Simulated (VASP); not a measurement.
A run of VASP 6.6.1 is set up as follows.

The input INCAR:

```
SYSTEM = CdSe
PREC = Accurate
ENCUT = 520
EDIFF = 1E-6
ISMEAR = 0
SIGMA = 0.01
LREAL = .False.
LASPH = .True.
NELM = 60
ALGO = Normal
ISIF = 2
LWAVE = .False.
LCHARG = .False.
GGA = PE
NBANDS = 16
```

KPOINTS

```
regular mesh
0
Gamma
  8 8 8
  0 0 0
```

POSCAR

```
CdSe
1.0
    0.0000000000      3.0385000000      3.0385000000
    3.0385000000      0.0000000000      3.0385000000
    3.0385000000      3.0385000000      0.0000000000
Cd Se
1 1
Direct
    0.0000000000      0.0000000000      0.0000000000
    0.2500000000      0.2500000000      0.2500000000
```

Potentials or basis: VASP PAW PBE potentials, release 64 (Cd, Se).

Run with:

```sh
$ cat potpaw_PBE.64/Cd/POTCAR potpaw_PBE.64/Se/POTCAR > POTCAR
$ mpirun -np 1 vasp_std > vasp.out
```

Question: Predict the pressure.

Answer: 3.3 GPa.

Question: Estimate the band gap on the k mesh.

Answer: 0.61 eV, direct.

Expect the measured gap to be larger: semilocal functionals such as PBE lack the derivative discontinuity.
